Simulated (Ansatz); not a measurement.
# Ta (Im-3m) in Ansatz: notebook

The runs below take Ta through single point, equation of state, with PBE.

Program: Ansatz 0.2.0. These are calculated values, not measurements. Logs are shortened: lines on timing, memory, paths and dates and some standing lists are left out, and cuts for length are marked.

**Measured values to compare with.**

“Pressure effects on the electronic structure and superconductivity of (TaNb)0.67(HfZrTi)0.33 high entropy alloy”, 2019, arxiv:1910.08312 quotes, for a bulk crystal of Ta: bulk modulus 194 GPa.

The runs below are set against these values where they give the same quantity.

## 1. Starting point

Symmetry: Im-3m, No. 229, cubic system. Conventional cell: a = 3.303 Å, b = 3.303 Å, c = 3.303 Å, α = 90.00°, β = 90.00°, γ = 90.00°. Around Ta (site symmetry m-3m) lie 8 Ta at 2.86 Å.

## 2. Single point, PBE, 16.93 Å³/atom (volume scaled by 0.94)

The input, input.yaml:

```yaml
crystal:
  lattice:
    - [-1.6175709496, 1.6175709496, 1.6175709496]
    - [1.6175709496, -1.6175709496, 1.6175709496]
    - [1.6175709496, 1.6175709496, -1.6175709496]
  atoms:
    - { symbol: Ta, position: [0.0, 0.0, 0.0] }
hamiltonian:
  xc: pbe
  pseudopotentials: { kind: nc, source: spms }
kpoints:
  mp_grid: { grid: [11, 11, 11] }
scf:
  occupations: { method: fermi_dirac, width: 0.05 }
output:
  forces: true
  stress: true
  eigenvalues: true
```

Potentials or basis: SPMS NC.

Command:

```bash
$ ansatz run input.yaml --threads 2 --pin off --max-ram 5632MiB --backend cpu --events-out ev --progress --plain --runs-dir out
```

Standard output:

```text
Warning: RAYON_NUM_THREADS=2 ignored (pool sized by the plan → 2); use --threads N
Engine: ansatz 0.2.0, aarch64-unknown-linux-gnu
Pseudopotentials: kind: nc
Pseudopotential: Ta, nc, valence charge 13, recommended cutoff 462.593566181796 eV (normal), Ta.nc.azcp
Functional definition: PBE
  parameter kappa = 0.804
  parameter beta = 0.06672455060314922
  exchange = pbe_x(kappa = kappa, mu = beta*pi^2/3)
  correlation = pbe_c(beta = beta)
Crystal: 1 atoms, lattice volume = 16.930 Å³
Basis set: ecut = 462.593566181796 eV, 381 PW (Γ), exchange–correlation on 40×40×40 points (8 copies of the dense FFT grid, shifted against one another)
Bands: 11, of which v1, the nominal top of the filled ones, is band 7 counted from 1 (6 counted from 0)
Symmetry: 48 space group operations
Space group: Im-3m (ITA 229), of the structure as read, at distance tolerance 2.6e-5 Å
k-points: 56 of 1331
Non-local potential: Ta, projectors of the file, l = 0: 2, l = 1: 2, l = 2: 2, l = 3: 2
Initial density: superposition of atomic densities (chi_scale 0.1, normalization cell)
Initial wavefunctions: pseudopotential atomic-orbital guess
Functional: x = pbe(κ = 0.804, μ = 0.2195149727645171), c = pbe(β = 0.06672455060314922)
SCF iter   1: F=—  HF=-1782.692603 eV  |F-HF|=—  |Δ(HF+E_count)|=         —  Δρ=4.03e-2  dr2=2.77e-1  ethr=3.10e-3  ⟨swp⟩=5.6  Hψ=3378  notcnv=0
preconditioner: auto → none  [insulator: Δε(μ)=0.161 eV  Ē_g=8.990 eV  σ=0.050 eV  W_gap=0.66  n_scr=0 (ndim 8)  ℏωp=20.2 eV  f_vac=0.000  D(μ)=0.57/eV (n_scr^D=0)  ε∞_Penn≈6.0]
SCF iter   2: F=—  HF=-1782.594014 eV  |F-HF|=—  |Δ(HF+E_count)|=   9.86e-2  Δρ=1.50e-2  dr2=2.17e-2  ethr=2.13e-3  ⟨swp⟩=2.4  Hψ=1401  notcnv=0  defer=10
SCF iter   3: F=—  HF=-1782.591893 eV  |F-HF|=—  |Δ(HF+E_count)|=   2.12e-3  Δρ=4.41e-3  dr2=1.04e-3  ethr=1.67e-4  ⟨swp⟩=2.8  Hψ=1105  notcnv=0  defer=10
SCF iter   4: F=—  HF=-1782.592070 eV  |F-HF|=—  |Δ(HF+E_count)|=   1.76e-4  Δρ=2.17e-4  dr2=3.95e-6  ethr=8.03e-6  ⟨swp⟩=1.6  Hψ=746  notcnv=0  defer=10
SCF iter   5: F=—  HF=-1782.592064 eV  |F-HF|=—  |Δ(HF+E_count)|=   5.52e-6  Δρ=3.91e-5  dr2=1.81e-7  ethr=7.69e-10  ⟨swp⟩=7.0  Hψ=3102  notcnv=0
SCF iter   6: F=-1782.592064 eV  HF=-1782.592064 eV  |F-HF|=1.17e-9  |Δ(HF+E_count)|=   7.76e-8  Δρ=3.81e-6  dr2=1.69e-9  ethr=7.69e-10  ⟨swp⟩=4.1  Hψ=1787  notcnv=0
SCF 1 converged in 6 iterations: F = -1782.592064 eV  dr2 = 1.69e-9
SCF converged after 6 iterations
Free energy (F): -1782.592064 eV
Harris-Foulkes:  -1782.592064 eV  (|F-HF|=1.17e-9)
Internal energy: -1782.585991 eV  (E = F + TS)
E sigma→0 (E₀):  -1782.589028 eV
Entropy (-TS):   -0.006073 eV (-6.073 meV/atom)
Fermi energy:    19.581859 eV
--- Per-component energies (eV) ---
  E_band       = -90.781421
  E_kinetic    = 472.771751
  E_local      = -520.351723  (includes V_loc(G=0)·N_el)
  E_nonlocal   = -164.699582
  E_hartree    = 201.971228
  E_xc         = -403.524647
  E_vxc        = -282.443269  (∫ρ·V_xc dr)
  E_ewald      = -1368.753019
  E_smearing   = -0.006073  (= −TS)
  E_closure    = 0.000000  (closes the sum)
  Σ components = -1782.592064   (vs F -1782.592064, Δ=0.00e0)
--- Forces (eV/Å), atoms counted from 1 ---
  atom   1  Ta     0.00000000    -0.00000000     0.00000000
  max |Σ_I F_I| component: 2.30e-31 eV/Å
--- Stress (GPa, compression-positive) ---
       17.093568      -0.000000       0.000000
       -0.000000      17.093568      -0.000000
       -0.000000       0.000000      17.093568
  P = ⅓ Tr σ = 17.0936 GPa (170.936 kbar)
--- Band table (eV; the first three rows and the last of 56) ---
  k-point 0: bands = ["-47.3942", "-13.2247", "-13.2247", "-13.2247", "11.4446", "20.3136", "20.3136", "20.3136", "23.8158", "23.8158", "34.4280"]
  k-point 1: bands = ["-47.3822", "-13.3495", "-13.2626", "-13.2256", "11.8379", "20.0571", "20.2252", "20.7041", "23.4254", "23.8150", "34.7805"]
  k-point 2: bands = ["-47.3501", "-13.6737", "-13.3628", "-13.2280", "12.8897", "19.4405", "19.8155", "21.8423", "23.0513", "23.8701", "35.3316"]
  k-point 55: bands = ["-47.1357", "-14.2176", "-14.1951", "-14.1951", "15.5072", "15.5634", "25.8305", "25.8305", "26.7244", "28.1446", "30.0740"]
```

Run time: 0.38 s. Hardware: 2 threads of Arm Neoverse V2, shared host; peak memory 0.23 GiB.

Results:

| Item | Value |
| --- | --- |
| Free energy | -1782.5921 eV |
| Pressure | 17.1 GPa |
| Band gap on the k mesh | none (metal or under the smearing width) |

## 3. Single point, PBE, 17.29 Å³/atom (volume scaled by 0.96)

input.yaml, as its differences from that of step 2:

```diff
@@ -2,5 +2,5 @@
   lattice:
-    - [-1.6175709496, 1.6175709496, 1.6175709496]
-    - [1.6175709496, -1.6175709496, 1.6175709496]
-    - [1.6175709496, 1.6175709496, -1.6175709496]
+    - [-1.6289626696, 1.6289626696, 1.6289626696]
+    - [1.6289626696, -1.6289626696, 1.6289626696]
+    - [1.6289626696, 1.6289626696, -1.6289626696]
   atoms:
```

Potentials or basis: SPMS NC.

Command:

```bash
$ ansatz run input.yaml --threads 2 --pin off --max-ram 5632MiB --backend cpu --events-out ev --progress --plain --runs-dir out
```

Wall time 0.38 s (2 threads of Arm Neoverse V2, shared host); peak memory 0.23 GiB.

It converged, with:

- Free energy: -1782.6243 eV
- Pressure: 11.7 GPa
- Band gap on the k mesh: none (metal or under the smearing width)

## 4. Single point, PBE, 17.65 Å³/atom (volume scaled by 0.98)

input.yaml, as its differences from that of step 3:

```diff
@@ -2,5 +2,5 @@
   lattice:
-    - [-1.6289626696, 1.6289626696, 1.6289626696]
-    - [1.6289626696, -1.6289626696, 1.6289626696]
-    - [1.6289626696, 1.6289626696, -1.6289626696]
+    - [-1.64019725, 1.64019725, 1.64019725]
+    - [1.64019725, -1.64019725, 1.64019725]
+    - [1.64019725, 1.64019725, -1.64019725]
   atoms:
```

Command:

```bash
$ ansatz run input.yaml --threads 2 --pin off --max-ram 5632MiB --backend cpu --events-out ev --progress --plain --runs-dir out
```

Wall time 0.38 s (2 threads of Arm Neoverse V2, shared host); peak memory 0.23 GiB.

Results (log left out):

| Item | Value |
| --- | --- |
| Free energy | -1782.6451 eV |
| Pressure | 6.9 GPa |
| Band gap on the k mesh | none (metal or under the smearing width) |

## 5. Single point, PBE, 18.01 Å³/atom

The input, input.yaml:

```yaml
crystal:
  lattice:
    - [-1.65128, 1.65128, 1.65128]
    - [1.65128, -1.65128, 1.65128]
    - [1.65128, 1.65128, -1.65128]
  atoms:
    - { symbol: Ta, position: [0.0, 0.0, 0.0] }
hamiltonian:
  xc: pbe
  pseudopotentials: { kind: nc, source: spms }
kpoints:
  mp_grid: { grid: [11, 11, 11] }
scf:
  occupations: { method: fermi_dirac, width: 0.05 }
output:
  forces: true
  stress: true
  eigenvalues: true
  write_density: true
  write_potential: true
  elf: true
  volumetric_format: npy
```

Command:

```bash
$ ansatz run input.yaml --threads 2 --pin off --max-ram 5632MiB --backend cpu --events-out ev --progress --plain --runs-dir out
```

Run time: 0.56 s. Hardware: 2 threads of Arm Neoverse V2, shared host; peak memory 0.24 GiB.

Results (log left out):

| Property | Result |
| --- | --- |
| Free energy | -1782.6555 eV |
| Pressure | 2.5 GPa |
| Band gap on the k mesh | none (metal or under the smearing width) |

## 6. Single point, PBE, 18.37 Å³/atom (volume scaled by 1.02)

The input, input.yaml:

```yaml
crystal:
  lattice:
    - [-1.6622159478, 1.6622159478, 1.6622159478]
    - [1.6622159478, -1.6622159478, 1.6622159478]
    - [1.6622159478, 1.6622159478, -1.6622159478]
  atoms:
    - { symbol: Ta, position: [0.0, 0.0, 0.0] }
hamiltonian:
  xc: pbe
  pseudopotentials: { kind: nc, source: spms }
kpoints:
  mp_grid: { grid: [11, 11, 11] }
scf:
  occupations: { method: fermi_dirac, width: 0.05 }
output:
  forces: true
  stress: true
  eigenvalues: true
```

Potentials or basis: SPMS NC.

Command:

```bash
$ ansatz run input.yaml --threads 2 --pin off --max-ram 5632MiB --backend cpu --events-out ev --progress --plain --runs-dir out
```

Wall time 0.41 s (2 threads of Arm Neoverse V2, shared host); peak memory 0.23 GiB.

Results (log left out):

- Free energy: -1782.6568 eV
- Pressure: -1.4 GPa
- Band gap on the k mesh: none (metal or under the smearing width)

## 7. Single point, PBE, 18.73 Å³/atom (volume scaled by 1.04)

input.yaml, as its differences from that of step 6:

```diff
@@ -2,5 +2,5 @@
   lattice:
-    - [-1.6622159478, 1.6622159478, 1.6622159478]
-    - [1.6622159478, -1.6622159478, 1.6622159478]
-    - [1.6622159478, 1.6622159478, -1.6622159478]
+    - [-1.6730098603, 1.6730098603, 1.6730098603]
+    - [1.6730098603, -1.6730098603, 1.6730098603]
+    - [1.6730098603, 1.6730098603, -1.6730098603]
   atoms:
```

Command:

```bash
$ ansatz run input.yaml --threads 2 --pin off --max-ram 5632MiB --backend cpu --events-out ev --progress --plain --runs-dir out
```

Run time: 0.39 s. Hardware: 2 threads of Arm Neoverse V2, shared host; peak memory 0.23 GiB.

It converged, with:

```yaml
Free_energy: -1782.6497 eV
Pressure: -4.9 GPa
Band_gap_on_the_k_mesh: none (metal or under the smearing width)
```

## 8. Single point, PBE, 19.09 Å³/atom (volume scaled by 1.06)

input.yaml, as its differences from that of step 7:

```diff
@@ -2,5 +2,5 @@
   lattice:
-    - [-1.6730098603, 1.6730098603, 1.6730098603]
-    - [1.6730098603, -1.6730098603, 1.6730098603]
-    - [1.6730098603, 1.6730098603, -1.6730098603]
+    - [-1.6836662614, 1.6836662614, 1.6836662614]
+    - [1.6836662614, -1.6836662614, 1.6836662614]
+    - [1.6836662614, 1.6836662614, -1.6836662614]
   atoms:
```

Command:

```bash
$ ansatz run input.yaml --threads 2 --pin off --max-ram 5632MiB --backend cpu --events-out ev --progress --plain --runs-dir out
```

Wall time 0.39 s (2 threads of Arm Neoverse V2, shared host); peak memory 0.23 GiB.

Results (log left out):

| Item | Value |
| --- | --- |
| Free energy | -1782.6351 eV |
| Pressure | -8.1 GPa |
| Band gap on the k mesh | none (metal or under the smearing width) |

## 9. Equation of state, PBE

Potentials or basis: SPMS NC.

This step only gathers the single runs of the series.

Results:

| Property | Result |
| --- | --- |
| Equilibrium volume | 18.24 Å³/atom |
| Bulk modulus | 195 GPa |
| Pressure derivative of the bulk modulus | 4.3 |

Energy against volume, from the lowest point:
| volume (Å³/atom) | energy (meV/atom) |
| --- | --- |
| 16.930 | 64.72 |
| 17.290 | 32.48 |
| 17.650 | 11.71 |
| 18.010 | 1.24 |
| 18.371 | 0.00 |
| 18.731 | 7.04 |
| 19.091 | 21.66 |

## 10. Comparison with measurements

Step 9. A measured bulk modulus of Ta is 194 GPa (quoted in “Pressure effects on the electronic structure and superconductivity of (TaNb)0.67(HfZrTi)0.33 high entropy alloy”, 2019, arxiv:1910.08312); the calculated 195 GPa misses it by +0.3 %. The fit is for a static lattice scaled at fixed shape and fixed fractional positions.
